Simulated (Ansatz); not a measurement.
ZrS2: do energies and stresses tell the same story?

Method: DFT PBE, scalar-relativistic, plane waves, PAW in Ansatz 0.2.0.

Cutoff 420 eV; k points 12×12×4 on the computed 3-atom cell (Γ-centred); Gaussian smearing, width 0.02 eV; no spin polarisation.

Relaxed cell: P-3m1, a = 3.685 Å, b = 3.685 Å, c = 6.758 Å, α = 90.00°, β = 90.00°, γ = 120.00°, 3 atoms in the primitive cell.

Energies at zero smearing and pressures from the stress tensor, at volumes with shape and atoms relaxed:
```
V (Å³/atom) E − E(first) (meV/atom) P (GPa)
     24.904                     0.00    0.263
     25.699                    -0.85    0.096
     26.494                    -1.07    0.004
     27.289                    -0.96   -0.041
     28.084                    -0.70   -0.061
```

Question: Check P = −dE/dV between neighbouring volumes, and get the bulk modulus from the pressures alone.

Answer: With 1 eV/Å³ = 160.2 GPa:
| middle V (Å³/atom) | −ΔE/ΔV (GPa) | mean P (GPa) |
| --- | --- | --- |
| 25.302 | 0.171 | 0.179 |
| 26.096 | 0.045 | 0.050 |
| 26.891 | -0.022 | -0.018 |
| 27.686 | -0.054 | -0.051 |

The two differ by 0.008 GPa at most. The mean of two end pressures misses the average over a step by about ΔV² P″/12, up to 0.007 GPa here; with that taken off 0.002 GPa remains. Around V = 26.494 Å³/atom, the two neighbours give B = −V ΔP/ΔV = 26.494 × 0.137 / 1.590 = 2.3 GPa, against B0 = 2.2 GPa from the Birch–Murnaghan fit of the energies, which describes these points poorly (B0' = 21.9).

The cell holds layers, and where no dispersion correction was added their binding is poorly described.